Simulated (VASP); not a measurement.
# Ca: single point with PBE

Crystal: Ca.

```
CELL_PARAMETERS angstrom
4.54899 2.62636 9.51653
-4.54899 2.62636 9.51653
0.00000 -5.25272 9.51653
ATOMIC_POSITIONS crystal
Ca 0.08889 0.51405 0.08889
Ca 0.08889 0.08889 0.51405
Ca 0.51405 0.08889 0.08889
Ca 0.91111 0.48595 0.91111
Ca 0.48595 0.91111 0.91111
Ca 0.91111 0.91111 0.48595
Ca 0.23071 0.62853 0.23071
Ca 0.23071 0.23071 0.62853
Ca 0.62853 0.23071 0.23071
Ca 0.76929 0.37147 0.76929
Ca 0.37147 0.76929 0.76929
Ca 0.76929 0.76929 0.37147
```

The cell was built by a generator and needn't be a form met in nature.

| Quantity | Value |
| --- | --- |
| Program | VASP 6.6.1 |
| Task | single point |
| Functional | PBE |
| Potentials or basis | VASP PAW PBE potentials, release 64 (Ca_sv) |
| Cutoff | 520 eV |
| k mesh | 3 × 3 × 3 |
| Occupations | gaussian, width 0.1 eV |
| Spin | no spin polarisation |
| Dipole correction | no |
| Further INCAR settings | ALGO = Fast; EDIFF = 1e-07; NBANDS = 72 |

| Item | Value |
| --- | --- |
| Pressure | 0.1 GPa |
| Largest force | 0.009 eV/Å |
| Band gap on the k mesh | none (metal or under the smearing width) |

Forces in eV/Å, atoms in the order of the input:
```
Ca   0.000  0.000 -0.003
Ca   0.000  0.000 -0.003
Ca   0.000  0.000 -0.003
Ca   0.000  0.000  0.003
Ca   0.000  0.000  0.003
Ca   0.000  0.000  0.003
Ca   0.007 -0.004 -0.004
Ca   0.000  0.008 -0.004
Ca  -0.007 -0.004 -0.004
Ca  -0.007  0.004  0.004
Ca   0.007  0.004  0.004
Ca   0.000 -0.008  0.004
```

Stress tensor (GPa, compression positive):
```
0.03 0.00 0.00
0.00 0.03 0.00
0.00 0.00 0.30
```

Levels at points of the mesh, in eV from the Fermi level:
```csv
k point,band 58,band 59,band 60,band 61,band 62,band 63
"(0.00, 0.00, 0.00)",-0.60,-0.56,-0.23,-0.23,-0.20,-0.02
```

Run time: 34 min on 1 thread of Intel(R) Xeon(R) Platinum 8259CL CPU @ 2.50GHz (Skylake/Cascade Lake), on a shared host, peak memory 1.2 GiB.
